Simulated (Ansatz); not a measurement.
**MoS2: energy against volume in PBE, exact exchange and the RPA**

One table from this session's results is given with a row withheld; the runs are named, their logs left out.

Code: Ansatz 0.2.0. PBE orbitals, norm-conserving pseudopotentials, plane waves. Calculated at 0 K for a non-magnetic cell.

### The structure to begin with

The cell was relaxed beforehand with r2SCAN+rVV10; volume changes: +0 %, -5 %, +5 %, -10 %, +10 %.

It is trigonal, R3m (No. 160); a = 3.175 Å, c = 18.582 Å in the conventional setting, 18.03 Å³ an atom. Around Mo lie 6 S at 2.40 Å; around S lie 3 Mo at 2.40 Å.

Structure file:

```xyz
3
Lattice="1.5876 0.9166 6.1939 -1.5876 0.9166 6.1939 0.0000 -1.8332 6.1939" Properties=species:S:1:pos:R:3 pbc="T T T"
Mo    0.0000    0.0000    0.0018
S     0.0000    0.0000    4.6416
S     0.0000    0.0000    7.7507
```

Set-up of the first run:

input.yaml

```yaml
crystal:
  lattice:
    - [1.5875903433, 0.9165957121, 6.1939280585]
    - [-1.5875903433, 0.9165957121, 6.1939280585]
    - [0.0, -1.8331914241, 6.1939280585]
  atoms:
    - { symbol: Mo, position: [9.65174e-05, 9.65174e-05, 9.65174e-05] }
    - { symbol: S, position: [0.2497906776, 0.2497906776, 0.2497906776] }
    - { symbol: S, position: [0.417112805, 0.417112805, 0.417112805] }
kpoints:
  mp_grid: { grid: [4, 4, 4] }
hamiltonian:
  xc: pbe
  pseudopotentials: { kind: nc }
scf:
  occupations: { method: fixed }
output:
  rpa_energy:
    ecut_chi_ladder: [125, 140, 155, 172, 189]
    long_wavelength: optical_limit
  write_density: true
  write_potential: true
  elf: true
  volumetric_format: npy
basis:
  ecutwfc: 1088.45545
```

Among the steps run: The unscaled cell; Volume -5 %; Volume +5 %; Volume -10 %; Volume +10 %.

One of the session's tables, all rows but one given; the rest of the session is left out.

It belongs to the step «The three curves». Energies in meV/atom from the unscaled cell:

| volume (Å³/atom) | PBE | exact exchange | EXX+RPA | RPA correlation |
| --- | --- | --- | --- | --- |
| 16.224 | 124.1 | 98.8 | 86.3 | -12.5 |
| 17.125 | 34.3 | 17.5 | 18.8 | 1.3 |
| 18.027 | 0.0 | 0.0 | 0.0 | 0.0 |
| 18.928 | ? | ? | ? | ? |
| 19.829 | 49.1 | 101.2 | 92.3 | -8.9 |

Estimate the missing values for volume (Å³/atom) = 18.928.

Worked estimate for «PBE». A straight line through the neighbours (18.027, 0.0) and (19.829, 49.1) gives 0.0 + (49.1 − 0.0) × (18.928 − 18.027) / (19.829 − 18.027) = 24.6; a parabola fitted to 3 rows on both sides gives 5.0.

**Answer.** PBE: 8.3; exact exchange: 31.6; EXX+RPA: 26.6; RPA correlation: -5.0. In «PBE» the line misses by +16.3 and the parabola by -3.3.
